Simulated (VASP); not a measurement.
# NaF (Villiaumite) (Fm-3m) in VASP: further runs

Runs on NaF (Villiaumite). Level: r2SCAN. Tasks: single point.

Program: VASP 6.6.1. These are calculated values, not measurements. Logs are shortened: lines on timing, memory, paths and dates and some standing lists are left out, and cuts for length are marked.

## (1) The crystal as given

Symmetry: Fm-3m, No. 225, cubic system. Conventional cell: a = 4.640 Å, b = 4.640 Å, c = 4.640 Å, α = 90.00°, β = 90.00°, γ = 90.00°. Around Na (site symmetry m-3m) lie 6 F at 2.32 Å. Around F (site symmetry m-3m) lie 6 Na at 2.32 Å.

## (2) Single point, r2SCAN

Input file INCAR:

```
PREC     = Normal         # precision mode
ENCUT    = 550            # plane-wave cutoff, eV
EDIFF    = 1E-6           # SCF threshold, eV
ISMEAR   = 0              # smearing method
SIGMA    = 0.05           # smearing width, eV
LREAL    = F              # projectors in reciprocal space
LASPH    = T              # aspherical terms in the spheres
NELM     = 100            # most SCF steps
ALGO     = Normal         # electronic algorithm
ISIF     = 2              # what is computed and relaxed
LWAVE    = F              # write WAVECAR
LCHARG   = F              # write CHGCAR
METAGGA  = R2SCAN         # meta-GGA
LMIXTAU  = T            
ADDGRID  = F
```

Input file KPOINTS:

```
Automatic mesh
0
Gamma
  10 10 10
```

Input file POSCAR:

```
NaF
1.0
    0.0000000000      2.3200000000      2.3200000000
    2.3200000000      0.0000000000      2.3200000000
    2.3200000000      2.3200000000      0.0000000000
Na F
1 1
Direct
    0.0258840000     -0.0367460000      0.0017760000
    0.4822430000      0.5377660000      0.4799550000
```

Potentials or basis: VASP PAW PBE potentials, release 64 (Na_pv, F).

Command:

```bash
$ cat potpaw_PBE.64/Na_pv/POTCAR potpaw_PBE.64/F/POTCAR > POTCAR
$ mpirun -np 1 vasp_std > vasp.out
```

OUTCAR:

```text
PREC = Normal
   ENCUT = 550
   EDIFF = 1E-6
   ISMEAR = 0
   LREAL = F
   LASPH = T
   NELM = 100
   ISIF = 2
   METAGGA = R2SCAN

 Found    504 irreducible k-points:

 Following reciprocal coordinates:
            Coordinates               Weight
  0.000000  0.000000  0.000000      1.000000
  0.100000  0.000000  0.000000      2.000000
  0.000000  0.100000  0.000000      2.000000
  0.000000  0.000000  0.100000      2.000000
  0.100000  0.100000  0.100000      2.000000
  0.200000  0.000000  0.000000      2.000000
   k-points           NKPTS =    504   k-points in BZ     NKDIM =    504   number of bands    NBANDS=     11
   number of dos      NEDOS =    301   number of ions     NIONS =      2
   total plane-waves  NPLWV =   8000
   dimension x,y,z NGX =    20 NGY =   20 NGZ =   20
   dimension x,y,z NGXF=    40 NGYF=   40 NGZF=   40
   ions per type =               1   1
   NGX,Y,Z   is equivalent  to a cutoff of  10.13, 10.13, 10.13 a.u.
   NGXF,Y,Z  is equivalent  to a cutoff of  20.27, 20.27, 20.27 a.u.
 SYSTEM =  unknown system
   PREC   = normal    normal or accurate (medium, high low for compatibility)
   ISTART =      0    job   : 0-new  1-cont  2-samecut
   ICHARG =      2    charge: 1-file 2-atom 10-const
   ISPIN  =      1    spin polarized calculation?
   LNONCOLLINEAR =      F non collinear calculations
   LSORBIT =      F    spin-orbit coupling
   LASPH  =      T    aspherical Exc in radial PAW
   ENCUT  =  550.0 eV  40.42 Ry    6.36 a.u.   6.27  6.27  6.27*2*pi/ulx,y,z
   NELM   =    100;   NELMIN=  2; NELMDL= -5     # of ELM steps
   EDIFF  = 0.1E-05   stopping-criterion for ELM
   LREAL  =      F    real-space projection
   EDIFFG = 0.1E-04   stopping-criterion for IOM
   NSW    =      0    number of steps for IOM
   IBRION =     -1    ionic relax: 0-MD 1-quasi-New 2-CG
   NFREE  =      0    steps in history (QN), initial steepest desc. (CG)
   ISIF   =      2    stress and relaxation
   ISYM   =      2    0-nonsym 1-usesym 2-fastsym
   POTIM  = 0.5000    time-step for ionic-motion
   TEBEG  =    0.0;   TEEND  =   0.0 temperature during run
   PSTRESS=    0.0 pullay stress
   NELECT =      14.0000    total number of electrons
   NUPDOWN=      -1.0000    fix difference up-down
   EMIN   =  10.00;   EMAX   =-10.00  energy-range for DOS
   EFERMI =   0.00;   METHOD = LEGACY
   ISMEAR =     0;   SIGMA  =   0.05  broadening in eV -4-tet -1-fermi 0-gaus
   EFERMI_NEDOS =   21; number of points for ismear=-14 and -15
   IALGO  =     38    algorithm
   IMIX   =      4    mixing-type and parameters
     AMIX     =   0.40;   BMIX     =  1.00
     AMIX_MAG =   1.60;   BMIX_MAG =  1.00
  volume/ion in A,a.u.               =      12.49        84.27
  Fermi-wavevector in a.u.,A,eV,Ry     =   1.349852  2.550851 24.791186  1.822101
  Thomas-Fermi vector in A             =   2.477405
   LORBIT       =      0    0 simple, 1 ext, 2 COOP (PROOUT), +10 PAW based schemes
   METAGGA = R2SCAN    functional components
   LHFCALC =     F    Hartree Fock is set to
   AEXX    =    0.0000 exact exchange contribution
   IVDW    =     0    specifies the selected vdW correction
   LEPSILON=     F    determine dielectric tensor
   LRPA    =     F    only Hartree local field effects (RPA)
 non-spin polarized calculation
 Gauss-broadening in eV      SIGMA  =   0.05
  energy-cutoff  :      550.00
  volume of cell :       24.97
 maximum number of plane-waves:       748
   NGX = 13   NGY = 13   NGZ = 13

 number of electron      13.9999996 magnetization

 Free energy of the ion-electron system (eV)
  ---------------------------------------------------
  ext. energy  EPLUGINS =         0.00000000
  ---------------------------------------------------
  free energy    TOTEN  =       -12.54975222 eV

  energy without entropy =      -12.54975222  energy(sigma->0) =      -12.54975222

 E-fermi :  -2.4983     XC(G=0):  -9.7390

 val. band max:       -2.7501513390   @ k =   0.0000   0.0000   0.0000
 cond. band min:       4.3893961687   @ k =   0.0000   0.0000   0.0000
 fundamental gap:      7.1395475077
 Fermi energy:        -2.4983309018

 k-point     1 :       0.0000    0.0000    0.0000
  band No.  band energies     occupation
      1     -23.0831      2.00000
      2     -22.2206      2.00000
      3     -22.2197      2.00000
      4     -22.1811      2.00000
      5      -2.7653      2.00000
      6      -2.7617      2.00000
      7      -2.7502      2.00000
      8       4.3894      0.00000
      9      17.0288      0.00000
     10      17.1001      0.00000
     11      17.2212      0.00000

 k-point     2 :       0.1000    0.0000    0.0000
  band No.  band energies     occupation
      1     -23.1324      2.00000
      2     -22.2259      2.00000
      3     -22.2209      2.00000
      4     -22.1155      2.00000
      5      -2.9454      2.00000
      6      -2.7894      2.00000
      7      -2.7729      2.00000
      8       4.7408      0.00000
      9      15.7410      0.00000
     10      17.1910      0.00000
     11      17.3657      0.00000

 k-point     3 :       0.0000    0.1000    0.0000
  band No.  band energies     occupation
      1     -23.1281      2.00000
      2     -22.2220      2.00000
      3     -22.2208      2.00000
      4     -22.1238      2.00000
      5      -2.9354      2.00000
      6      -2.7903      2.00000
      7      -2.7862      2.00000
      8       4.7431      0.00000
      9      15.8132      0.00000
     10      17.2014      0.00000
     11      17.2725      0.00000

 k-point     4 :       0.0000    0.0000    0.1000
  band No.  band energies     occupation
      1     -23.1343      2.00000
      2     -22.2272      2.00000
      3     -22.2213      2.00000
      4     -22.1120      2.00000
      5      -2.9486      2.00000
      6      -2.7868      2.00000
      7      -2.7706      2.00000
      8       4.7398      0.00000
      9      15.7118      0.00000
     10      17.2258      0.00000
     11      17.3643      0.00000

 k-point     5 :       0.1000    0.1000    0.1000
  band No.  band energies     occupation
      1     -23.1348      2.00000
      2     -22.2274      2.00000
      3     -22.2217      2.00000
      4     -22.1109      2.00000
      5      -2.9495      2.00000
      6      -2.7859      2.00000
      7      -2.7702      2.00000
      8       4.7396      0.00000
      9      15.7023      0.00000
     10      17.2431      0.00000
     11      17.3589      0.00000

 k-point     6 :       0.2000    0.0000    0.0000
  band No.  band energies     occupation
      1     -23.2394      2.00000
      2     -22.2298      2.00000
      3     -22.2239      2.00000
      4     -21.9759      2.00000
      5      -3.3734      2.00000
      6      -2.8522      2.00000
      7      -2.8341      2.00000
      8       5.6583      0.00000
      9      13.9688      0.00000
     10      17.6017      0.00000
     11      17.7654      0.00000

 [... further k-points ...]

------------------------ aborting loop because EDIFF is reached ----------------------------------------

  FORCE on cell =-STRESS in cart. coord.  units (eV):
  Direction    XX          YY          ZZ          XY          YZ          ZX
  --------------------------------------------------------------------------------------
  -------------------------------------------------------------------------------------
  Total       -0.1052035      0.0576127     -0.2892006      0.0795030      0.0451960     -0.0119661
  in kB       -6.7491147      3.6960226    -18.5530744      5.1003493      2.8994544     -0.7676629
  external PRESSURE =      -7.2020555 kB  Pullay stress =       0.0000000 kB

 VOLUME and BASIS-vectors are now :
 -----------------------------------------------------------------------------
  energy-cutoff  :      550.00
  volume of cell :       24.97
      direct lattice vectors                 reciprocal lattice vectors
     0.000000000  2.320000000  2.320000000    -0.215517241  0.215517241  0.215517241
     2.320000000  0.000000000  2.320000000     0.215517241 -0.215517241  0.215517241
     2.320000000  2.320000000  0.000000000     0.215517241  0.215517241 -0.215517241

 POSITION                                       TOTAL-FORCE (eV/Angst)
 -----------------------------------------------------------------------------------
      2.23887      0.06417      2.29480         0.271297     -0.394051      0.142303
      2.36111      2.23230      2.36642        -0.271297      0.394051     -0.142303
 -----------------------------------------------------------------------------------
    total drift:                               -0.032945     -0.030565     -0.020586

  FREE ENERGIE OF THE ION-ELECTRON SYSTEM (eV)
  ---------------------------------------------------
  free  energy   TOTEN  =       -12.5497522179 eV

  energy  without entropy=      -12.5497522179  energy(sigma->0) =      -12.54975222
```

Run time: 5.6 min. Hardware: 1 thread of Intel Xeon Platinum 8488C (Sapphire Rapids), shared host; peak memory 0.24 GiB.

These settings aren't checked as converged: the numbers below hold their error.

Results:

* Free energy: -12.5498 eV
* Pressure: -0.7 GPa
* Largest force: 0.499 eV/Å
* Band gap on the k mesh: 7.14 eV, direct

Caveat: the PAW data sets were made with another functional, which shifts forces and pressure a little.

## (3) Single point, r2SCAN

Changes to INCAR since step 2:

```diff
@@ -1,2 +1,2 @@
-PREC     = Normal         # precision mode
+PREC     = Accurate       # precision mode
 ENCUT    = 550            # plane-wave cutoff, eV
@@ -5,3 +5,3 @@
 SIGMA    = 0.05           # smearing width, eV
-LREAL    = F              # projectors in reciprocal space
+LREAL    = Auto         
 LASPH    = T              # aspherical terms in the spheres
```

KPOINTS is that of step 2.

Input file POSCAR:

```
NaF
1.0
    0.0000000000      2.3200000000      2.3200000000
    2.3200000000      0.0000000000      2.3200000000
    2.3200000000      2.3200000000      0.0000000000
Na F
1 1
Direct
    0.0000000000      0.0000000000      0.0000000000
    0.5000000000      0.5000000000      0.5000000000
```

Potentials or basis: VASP PAW PBE potentials, release 64 (Na_pv, F).

Command:

```bash
$ cat potpaw_PBE.64/Na_pv/POTCAR potpaw_PBE.64/F/POTCAR > POTCAR
$ mpirun -np 1 vasp_std > vasp.out
```

Run time: 1.7 min. Hardware: 1 thread of Intel Xeon Platinum 8488C (Sapphire Rapids), shared host; peak memory 0.16 GiB.

The run converged, but some of its settings lie outside the range that counts as converged, so its numbers aren't taken as properties of the crystal.

Results:

```yaml
Free_energy: -12.5983 eV
Pressure: -2.1 GPa
Band_gap_on_the_k_mesh: 7.15 eV, direct
```

Caveat: the PAW data sets were made with another functional, which shifts forces and pressure a little.

## (4) The reference run

An earlier run on the cell as given: functional PBEsol; potentials or basis VASP PAW PBE potentials, release 64 (Na_pv, F); cutoff 520 eV; k mesh 10 × 10 × 10; occupations fermi-dirac, width 0.05 eV; no spin polarisation.

* Pressure: -0.3 GPa
* Band gap on the k mesh: 6.14 eV, direct
